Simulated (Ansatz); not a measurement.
The cell is the one relaxed in the Materials Project (mp-10157), not relaxed further here; entries there can be hypothetical.

K: DFT, PBEsol, all-electron LAPW, scalar-relativistic (Ansatz 0.2.0). What sets it apart from a plain run of this crystal: functional pbesol.

```xyz
1
Lattice="0.0000 3.3919 3.3919 3.3919 0.0000 3.3919 3.3919 3.3919 0.0000" Properties=species:S:1:pos:R:3 pbc="T T T"
K     0.0000    0.0000    0.0000
```

Settings: a Γ-centred 11×11×11 k mesh, Fermi–Dirac smearing of 0.05 eV, basis error target 1 meV/atom, no spin polarisation.

Output, results part:

```
SCF 1 converged in 7 iterations: F = -16362.868041 eV  dr2 = 1.92e-9
NSCF: frozen V_eff on 36 k-points
SCF converged after 7 iterations
Free energy (F): -16362.868041 eV
Harris-Foulkes:  -16362.868041 eV  (|F-HF|=1.19e-9)
Internal energy: -16362.860891 eV  (E = F + TS)
E sigma→0 (E₀):  -16362.864466 eV
Entropy (-TS):   -0.007150 eV (-7.150 meV/atom)
Fermi energy:    1.668852 eV
--- Per-component energies (eV) ---
  E_band       = -143.381791
  E_kinetic    = 16472.677033
  E_xc         = -886.592191
  E_electrostatic = -31948.945733  (all electrons and nuclei)
  E_smearing   = -0.007150  (= −TS)
  E_closure    = 0.000000  (closes the sum)
  E_atoms      = -16361.764998  (free atoms, spherical and without spin; not in F)
  Σ components = -16362.868041   (vs F -16362.868041, Δ=0.00e0)
  Basis errors (estimates in eV, not in F): energy 2.4e-4 per atom: plane waves 2.3e-4 (1.2e-4 summed), levels above the bands 2.3e-46, relativity 1.1e-9, radial functions 3.7e-6, core shells 5.7e-13; eigenvalues (radial functions only) 4.8e-6; not estimated: angular momenta, meshes, grids; target (lapw.basis_error) 1.0e-3; muffin-tin radii K 2.398 Å
--- Forces (eV/Å), atoms counted from 1 ---
  atom   1  K     -0.00000000     0.00000000    -0.00000000
  max |Σ_I F_I| component: 9.76e-33 eV/Å
--- Stress (GPa, compression-positive) ---
       -0.287123       0.000000       0.000000
        0.000000      -0.287123      -0.000000
        0.000000      -0.000000      -0.287123
  P = ⅓ Tr σ = -0.2871 GPa (-2.871 kbar)
--- Band table (eV; the first three rows and the last of 56) ---
  k-point 0: bands = ["-30.3777", "-13.8933", "-13.8933", "-13.8933", "-0.4239", "5.7991", "5.7991", "5.7991", "6.9941"]
  k-point 1: bands = ["-30.3775", "-13.8977", "-13.8939", "-13.8939", "-0.3313", "5.5302", "5.8336", "5.8336", "6.9100"]
  k-point 2: bands = ["-30.3769", "-13.9093", "-13.8956", "-13.8956", "-0.0580", "4.9103", "5.8822", "5.8822", "6.8026"]
  k-point 55: bands = ["-30.3740", "-13.9307", "-13.9277", "-13.9126", "2.9518", "3.2861", "3.3956", "4.6830", "7.1231"]
```
